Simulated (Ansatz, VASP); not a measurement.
# LiCl in VASP and in Ansatz

File INCAR:

```
SYSTEM = LiCl
PREC = Accurate
ENCUT = 520
EDIFF = 1E-6
ISMEAR = -1
SIGMA = 0.02
LREAL = .False.
LASPH = .True.
NELM = 60
ALGO = Normal
ISIF = 2
LWAVE = .False.
LCHARG = .False.
GGA = PE
NBANDS = 12
```

KPOINTS

```
regular mesh
0
Gamma
  8 8 8
  0 0 0
```

Contents of POSCAR:

```
LiCl
1.0
    3.2711235254      0.0636233526      0.0000000000
    0.0636233526      3.2711235254      0.0000000000
    0.0000000000      0.0000000000      3.2711235254
Li Cl
1 1
Direct
    0.0000000000      0.0000000000      0.0000000000
    0.5000000000      0.5000000000      0.5000000000
```

Input for Ansatz:

```yaml
crystal:
  lattice:
    - [3.2711235254, 0.0636233526, 0.0]
    - [0.0636233526, 3.2711235254, 0.0]
    - [0.0, 0.0, 3.2711235254]
  atoms:
    - { symbol: Li, position: [0.0, 0.0, 0.0] }
    - { symbol: Cl, position: [0.5, 0.5, 0.5] }
kpoints:
  mp_grid: { grid: [8, 8, 8] }
  band_path:
    path: [[0.0, 0.0, 0.0], [0.0, 0.5, 0.0], [0.5, 0.5, 0.0], [0.5, 0.5, 0.5]]
    npoints: 1
hamiltonian:
  xc: pbe
scf:
  occupations: { method: fermi_dirac, width: 0.02 }
  n_extra_bands: 4
output:
  forces: true
  stress: true
  eigenvalues: true
```

Change from the starting cell: shear_xy strain +3.9%.

Alike in both runs: task single point; functional PBE; k mesh 8 × 8 × 8; occupations fermi-dirac, width 0.02 eV; no spin polarisation.

|  | VASP | Ansatz |
| --- | --- | --- |
| version | VASP 6.6.1 | Ansatz 0.2.0 |
| potentials or method | VASP PAW PBE potentials, release 64 (Li_sv, Cl) | plane waves, PAW |
| plane-wave cutoff (eV) | 520 | 420 |
| valence electrons in the cell | 10 | 10 |

VASP gave:

```
gap on the k mesh at the Fermi level (eV) : 4.44
```

Q: Which values does Ansatz return?

A: gap on the k mesh at the Fermi level (eV): 4.43.

 A k mesh can miss the band edges.
